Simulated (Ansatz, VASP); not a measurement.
# PbS: VASP beside Ansatz

Contents of INCAR:

```
PREC = Accurate
ENCUT = 520
EDIFF = 1E-6
ISMEAR = 0
SIGMA = 0.1
LREAL = F
LASPH = T
NELM = 100
ALGO = Normal
ISIF = 2
LWAVE = F
LCHARG = F
GGA = PE
IVDW = 12
NBANDS = 17
```

The input KPOINTS:

```
Automatic mesh
0
Gamma
  6 6 6
```

File POSCAR:

```
PbS
1.0
    2.1126617058      1.2197458045      3.4519162518
   -2.1126617058      1.2197458045      3.4519162518
    0.0000000000     -2.4394916091      3.4519162518
Pb S
1 1
Direct
    0.9805657800      0.9805657800      0.9805657800
    0.4750355500      0.4750355500      0.4750355500
```

Input for Ansatz:

```yaml
crystal:
  lattice:
    - [2.1126617058, 1.2197458045, 3.4519162518]
    - [-2.1126617058, 1.2197458045, 3.4519162518]
    - [0.0, -2.4394916091, 3.4519162518]
  atoms:
    - { symbol: Pb, position: [0.98056578, 0.98056578, 0.98056578] }
    - { symbol: S, position: [0.47503555, 0.47503555, 0.47503555] }
basis:
  ecutwfc: 420
kpoints:
  mp_grid: { grid: [6, 6, 6] }
hamiltonian:
  xc: pbe
  dispersion: d3bj
scf:
  occupations: { method: gaussian, width: 0.1 }
output:
  forces: true
  stress: true
  eigenvalues: true
```

The cell is a database's computed one.

Alike in both runs: task single point; functional PBE; dispersion D3(BJ); k mesh 6 × 6 × 6; occupations gaussian, width 0.1 eV; no spin polarisation.

|  | VASP | Ansatz |
| --- | --- | --- |
| version | VASP 6.6.1 | Ansatz 0.2.0 |
| potentials or method | VASP PAW PBE potentials, release 64 (Pb_d, S) | scalar-relativistic, plane waves, PAW |
| plane-wave cutoff (eV) | 520 | 420 |
| valence electrons in the cell | 20 | 20 |

Ansatz gave:

```
gap on the k mesh at the Fermi level (eV) : 0.45
least direct gap on the mesh (eV)         : 0.45
pressure (GPa)                            : -1.2
rms of the force components (eV/Å)        : 0.006
```

Problem. Estimate VASP's values.

Solution. gap on the k mesh at the Fermi level (eV): 0.46; least direct gap on the mesh (eV): 0.46; pressure (GPa): -1.2; rms of the force components (eV/Å): 0.007.

Atom by atom the forces differ by 0.000 eV/Å (rms over components).

Caveats: spin-orbit coupling is left out, which as a rule narrows the gap of such compounds by several tenths of an eV.
